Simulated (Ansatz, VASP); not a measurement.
One calculation of HfO2, two programs

Contents of INCAR:

```
SYSTEM = HfO2
PREC = Accurate
ENCUT = 520
EDIFF = 1E-7
ISMEAR = -1
SIGMA = 0.05
LREAL = .FALSE.
LASPH = .TRUE.
NELM = 80
ALGO = Normal
ISIF = 2
LWAVE = .FALSE.
LCHARG = .FALSE.
GGA = PS
NBANDS = 18
```

Contents of KPOINTS:

```
Automatic mesh
0
G
  9 9 9
  0 0 0
```

The input POSCAR:

```
HfO2
1.0
    0.0000000000      2.5575000000      2.5575000000
    2.5575000000      0.0000000000      2.5575000000
    2.5575000000      2.5575000000      0.0000000000
Hf O
1 2
Direct
    0.0000000000      0.0000000000      0.0000000000
    0.7500000000      0.7500000000      0.7500000000
    0.2500000000      0.2500000000      0.2500000000
```

input.yaml

```yaml
crystal:
  lattice:
    - [0.0, 2.5575, 2.5575]
    - [2.5575, 0.0, 2.5575]
    - [2.5575, 2.5575, 0.0]
  atoms:
    - { symbol: Hf, position: [0.0, 0.0, 0.0] }
    - { symbol: O, position: [0.75, 0.75, 0.75] }
    - { symbol: O, position: [0.25, 0.25, 0.25] }
hamiltonian:
  xc: pbesol
  pseudopotentials: { kind: paw }
kpoints:
  mp_grid: { grid: [9, 9, 9] }
  band_path:
    path:
      - [[0.0, 0.0, 0.0], [0.5, 0.0, 0.5], [0.5, 0.25, 0.75], [0.375, 0.375, 0.75], [0.0, 0.0, 0.0], [0.5, 0.5, 0.5], [0.625, 0.25, 0.625], [0.5, 0.25, 0.75], [0.5, 0.5, 0.5], [0.375, 0.375, 0.75]]
      - [[0.625, 0.25, 0.625], [0.5, 0.0, 0.5]]
    npoints: 14
scf:
  occupations: { method: fermi_dirac, width: 0.05 }
  n_extra_bands: 7
output:
  forces: true
  stress: true
  eigenvalues: true
  fatbands: false
```

Measurements of this composition are mostly on another form, of space group No. 14.

Alike in both runs: functional PBEsol; k mesh 9 × 9 × 9; occupations fermi-dirac, width 0.05 eV; no spin polarisation.

```csv
,VASP,Ansatz
version,VASP 6.6.1,Ansatz 0.2.0
potentials or method,"VASP PAW PBE potentials, release 64 (Hf_pv, O)",Ansatz PAW
plane-wave cutoff (eV),520,420
valence electrons in the cell,22,38
task,single point,band structure
```

VASP gave:

| Quantity | Value |
| --- | --- |
| gap on the k mesh at the Fermi level (eV) | 3.71 |
| least direct gap on the mesh (eV) | 3.83 |
| pressure (GPa) | -13.6 |

Task: Which values does Ansatz return?

Result: gap on the k mesh at the Fermi level (eV): 3.70; least direct gap on the mesh (eV): 3.82; pressure (GPa): -10.2.

With one functional, cell and mesh, what is left measures potentials, basis and numerics. The two sets of potentials don't hold the same shells in valence.

Caveats: spin-orbit coupling is left out, which moves the levels of the heavy elements; the PAW data sets were made with another functional, which shifts forces and pressure a little (VASP); an odd mesh through Γ misses points on the zone boundary, where band edges often lie (VASP); the k mesh misses the band edges, so the gap on the mesh is wider than the one along the path (Ansatz); the pressure holds a Pulay correction of +0.9 GPa for the finite cutoff (Ansatz); the PAW data sets come from PBE, with cores solved anew for the run's functional, which leaves a small shift of forces and pressure (Ansatz). As with any semilocal functional, this PBEsol gap is likely too small.
